# Reading the excitons of boron phosphide

Two opposite unit charges 1 nm apart attract each other with about 1.4 eV in vacuum. In a semiconductor with a dielectric constant near 10, a tenth of that is left. For an exciton, an electron and a hole held together by this attraction, the binding is thus a correction of tenths of an eV or less to a gap of several eV. The table lists electron-hole excitations from the Bethe-Salpeter equation; each strength is relative to the strongest exciton of the calculation.

Excitons of boron phosphide from the Bethe-Salpeter equation, calculated with Yambo 5.3.0 on PBEsol states from Quantum ESPRESSO, without spin-orbit coupling. The calculation uses a 6×6×6 k mesh and includes the three highest valence and three lowest conduction bands (bands 2 to 7), with the conduction bands raised by 0.85 eV.

```csv
row,exciton energies (eV),exciton strengths (relative to the strongest)
1,4.000,0.018
2,4.000,0.016
3,4.001,0.002
4,4.003,0.070
5,4.003,0.018
6,4.005,0.089
7,4.012,0.004
8,4.012,0.001
9,4.021,0.000
10,4.749,0.000
11,4.750,0.400
12,4.750,0.000
13,4.752,0.000
14,4.752,0.002
15,4.752,0.000
16,4.762,0.000
17,4.762,0.000
18,4.763,0.000
19,4.768,0.000
20,4.769,0.001
21,4.769,0.000
22,4.950,0.000
23,4.950,0.000
24,4.950,0.002
25,4.950,0.000
26,4.950,0.002
27,4.973,0.000
28,5.266,0.238
29,5.266,0.007
30,5.266,0.081
31,5.267,0.149
32,5.267,0.062
33,5.267,0.000
34,5.278,0.000
35,5.278,0.000
36,5.285,0.000
37,5.285,0.000
38,5.286,0.000
39,5.287,0.004
40,5.287,0.000
```

The printed analysis below the text holds the sums and differences used here.

## 1. Does boron phosphide begin to absorb at the first level?

No. Light carries almost no momentum, so the calculation pairs each electron with a hole at the same point k of the Brillouin zone. The lowest such pair costs 4.00 eV. The smallest gap of the crystal joins different k points and is only about 2.1 eV on this mesh. With the help of lattice vibrations, which supply the momentum, a real crystal absorbs weakly from near that energy on. The first row marks the onset of direct transitions, which need no such help.

## 2. Why do nine levels lie together at the bottom?

The number nine points to three valence states combined with three conduction states. At Γ, the centre of the zone, cubic symmetry makes the top valence level threefold, and in this crystal the lowest conduction level there is threefold too. Both sets behave like the directions x, y and z, so their pairs behave like products of two vectors. Such products fall into two triplets, one doublet and one single state. Rows 1 to 9 fit the order 3, 3, 2 and 1, though the two triplets are barely apart. The whole group spans only 0.02 eV, because its members differ only in finer details of the electron-hole interaction.

## 3. Which of the nine should be bright?

Only one triplet can absorb light, the one that transforms like the electric field. In the table both do: the first triplet has a summed strength of 0.04, the second 0.18. The two lie only about 3 meV apart, and levels within a triplet, which should coincide, differ by 1 to 2 meV. A numerical disturbance of that size is enough to mix such close neighbours. The chosen band limits, which cut through degenerate levels away from Γ, may be its source, though this is untested.

Strengths of single rows therefore mean little inside a close group. Even in a perfect triplet, light of one polarisation excites one combination of the three states, and the solver may spread that combination over the rows in any way. The sum over the group is the quantity to use.

## 4. Are the higher groups excited states of the same exciton?

A bound series, like that of hydrogen, would have to end at the direct gap, which is 4.21 eV here. The second group begins at 4.75 eV, already far above it. Its levels belong to the continuum of pairs that are free to separate. The real crystal may also have bound excited states just below the gap, but these would be too wide for a mesh this coarse to show.

In a real crystal the energies of this continuum follow one another without gaps. The calculation samples it at 216 k points, many of them equivalent by symmetry, and equivalent points give nearly equal energies. Hence the narrow groups with wide empty stretches between them. The twelve levels of the second group would suit six equivalent points with two valence states each, but that assignment is a guess. A spectrum drawn from such levels can show bumps that belong to the mesh and not to the material.

## 5. What sets the binding energy of 0.21 eV?

The lowest exciton lies 0.21 eV below the direct gap. Consider the limiting case in which the pair occupies a single mesh point, Γ. Its attraction is then the screened Coulomb interaction, $4\pi e^2/(\varepsilon q^2)$, averaged over the small cell of k space around that point and divided by the crystal volume that the mesh represents. Here $q$ is the distance from the point, $\varepsilon$ the dielectric constant and $e^2 = 14.4$ eV Å.

The mesh represents a volume $V = 216 \times 2 \times 11.68$ Å³, about 5050 Å³. Replace the small cell, of volume $(2\pi)^3/V$, by a sphere of equal volume. Its radius is

$$q_0 = \left(\frac{6\pi^2}{V}\right)^{1/3} \approx 0.227\ \text{Å}^{-1}.$$

The average of $1/q^2$ over the sphere is $3/q_0^2$, which gives the attraction

$$W = \frac{2e^2 q_0}{\pi\varepsilon} \approx \frac{2 \times 14.4 \times 0.227}{\pi \times 9.24}\ \text{eV} \approx 0.23\ \text{eV}.$$

The value 9.24 is the calculated dielectric constant without electron-hole interaction. With that interaction it is 10.23, and the estimate falls to 0.20 eV. The calculated binding lies between the two. Both constants come from the six bands used for the excitons, however. The interaction itself is screened by the result of an earlier run with more bands, whose constant is not listed, so the match should not be read too finely.

No constant was adjusted, but the agreement is no test of the physics of boron phosphide, since the calculation itself averages the Coulomb interaction over such cells. It suggests where the number comes from: a binding of this size arises even if the exciton occupies one mesh point only. The estimate leaves out the coupling to other k points, which strengthens the binding, and the electron-hole exchange, which weakens it for some of the levels.

## 6. What would a finer mesh change?

Twice as many points in each direction would halve $q_0$, and with it the one-point attraction, to about 0.1 eV. In the limit of an endless mesh this term vanishes. The exciton then spreads over many k points, and the coupling between them leaves a finite binding.

In real space, the present mesh confines the relative motion of electron and hole to a box six unit cells wide, about 19 Å. An exciton much smaller than the box would hardly notice it; a wider one is squeezed. The dominance of the one-point term suggests the second case. The value of 0.21 eV should therefore not be quoted as the binding energy of the material. Calculations on several finer meshes would have to show where it settles.

## 7. What would a different gap correction change, and which digits count?

Gaps from functionals like PBEsol are usually too small, so the conduction bands were raised by a chosen 0.85 eV. Another 0.1 eV would lift every row by 0.1 eV and leave the binding and the strengths as they are, provided that the screening is kept. The absolute energies are thus no better than this choice, and their first decimal is already open to question. The number of bands, the cutoffs and the mesh are not converged either.

The second decimal shows the splitting inside a group, which is real only within this model. Spin-orbit coupling, which is left out, also splits the valence edge, by an amount expected to be at least comparable with the spread of the first nine rows. A measured spectrum need not show their 3, 3, 2, 1 pattern. The third decimal is blurred by the broken symmetry of question 3: a difference of 1 or 2 meV between neighbouring rows may be a true splitting or a numerical one, and the table alone cannot tell which.

The analysis program printed:

```
levels in clusters 1 to 4, the last cut by the end of the list: 9, 12, 6, 13
width of clusters 1 to 3 in eV: 0.021, 0.02, 0.023
jumps between neighbouring clusters in eV: 0.728, 0.181, 0.293
summed strength of clusters 1 to 4, relative to the strongest exciton: 0.218, 0.403, 0.004, 0.541
summed strength of the first and second triplet: 0.036, 0.177
distance between the mean energies of the two triplets in eV: 0.003333
largest single strength in the list: 0.4
number of levels with strength below 0.0005: 21
indirect gap on the mesh with scissor in eV: 2.084
direct gap on the mesh with scissor in eV: 4.21
lowest exciton above the scissored indirect gap in eV: 1.916
binding below the scissored direct gap in eV: 0.21
absorption peak above the last listed level in eV: 0.5421
rise of the static dielectric constant by electron-hole interaction in percent: 10.79
radius of the sphere for one mesh point in 1/angstrom: 0.2273
estimated attraction on one mesh point in eV, with the smaller and the larger dielectric constant: 0.2255, 0.2036
the same two estimates for a mesh twice as fine in each direction in eV: 0.1128, 0.1018
```
